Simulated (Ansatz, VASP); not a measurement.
## One calculation of TaN, two programs

The input INCAR:

```
ALGO     = Normal         # electronic algorithm
EDIFF    = 1E-7           # SCF threshold, eV
ENCUT    = 520            # plane-wave cutoff, eV
GGA      = PE             # functional
ISIF     = 2              # what is computed and relaxed
ISMEAR   = -1             # smearing method
LASPH    = True           # aspherical terms in the spheres
LCHARG   = False          # write CHGCAR
LREAL    = False          # projectors in reciprocal space
LWAVE    = False          # write WAVECAR
NBANDS   = 24             # bands
NELM     = 60             # most SCF steps
PREC     = Accurate       # precision mode
SIGMA    = 0.01           # smearing width, eV
```

The input KPOINTS:

```
k-points
0
Gamma
  9 9 5
```

Contents of POSCAR:

```
TaN
1.0
    2.9857803976      0.0000000000      0.0000000000
   -1.4928901988      2.5857616744      0.0000000000
    0.0000000000      0.0000000000      4.8176044827
Ta N
2 2
Direct
    0.0000000000      0.0000000000      0.0000000000
    0.0000000000      0.0000000000      0.5000000000
    0.3333333333      0.6666666667      0.2500000000
    0.6666666667      0.3333333333      0.7500000000
```

Input for Ansatz:

```yaml
crystal:
  lattice:
    - [2.9857803976, 0.0, 0.0]
    - [-1.4928901988, 2.5857616744, 0.0]
    - [0.0, 0.0, 4.8176044827]
  atoms:
    - { symbol: Ta, position: [0.0, 0.0, 0.0] }
    - { symbol: Ta, position: [0.0, 0.0, 0.5] }
    - { symbol: "N", position: [0.3333333333, 0.6666666667, 0.25] }
    - { symbol: "N", position: [0.6666666667, 0.3333333333, 0.75] }
kpoints:
  mp_grid: { grid: [9, 9, 5] }
  band_path:
    path:
      - [0.0, 0.0, 0.0]
      - [0.5, 0.0, 0.0]
      - [0.3333333333, 0.3333333333, 0.0]
      - [0.0, 0.0, 0.0]
      - [0.0, 0.0, 0.5]
      - [0.5, 0.0, 0.5]
      - [0.3333333333, 0.3333333333, 0.5]
      - [0.0, 0.0, 0.5]
      - [0.5, 0.0, 0.5]
    npoints: 5
scf:
  occupations: { method: fermi_dirac, width: 0.01 }
hamiltonian:
  xc: pbe
  pseudopotentials: { kind: all_electron, lapw: { basis_error: 0.0005 } }
output:
  forces: true
  stress: true
  eigenvalues: true
```

Change from the starting cell: volume scaled by 0.94.

Alike in both runs: task single point; functional PBE; k mesh 9 × 9 × 5; occupations fermi-dirac, width 0.01 eV; no spin polarisation.

|  | VASP | Ansatz |
| --- | --- | --- |
| version | VASP 6.6.1 | Ansatz 0.2.0 |
| potentials or method | VASP PAW PBE potentials, release 64 (Ta_pv, N) | all-electron LAPW, scalar-relativistic |
| plane-wave cutoff (eV) | 520 | see its input |

```csv
,VASP,Ansatz,Ansatz less VASP
pressure (GPa),98.9,95.9,-2.98
largest component of the traceless stress (GPa),69.16,68.14,-1.019
```

Ansatz ran all-electron here, so the differences hold the error of VASP's frozen core and of both bases.

Caveats: the cell as given lies far from equilibrium; so large a pressure means that the cell lies far from this level's equilibrium, or that cutoff or potentials fall short (VASP). The runs have no spin-orbit coupling, so splittings on Ta are missing.
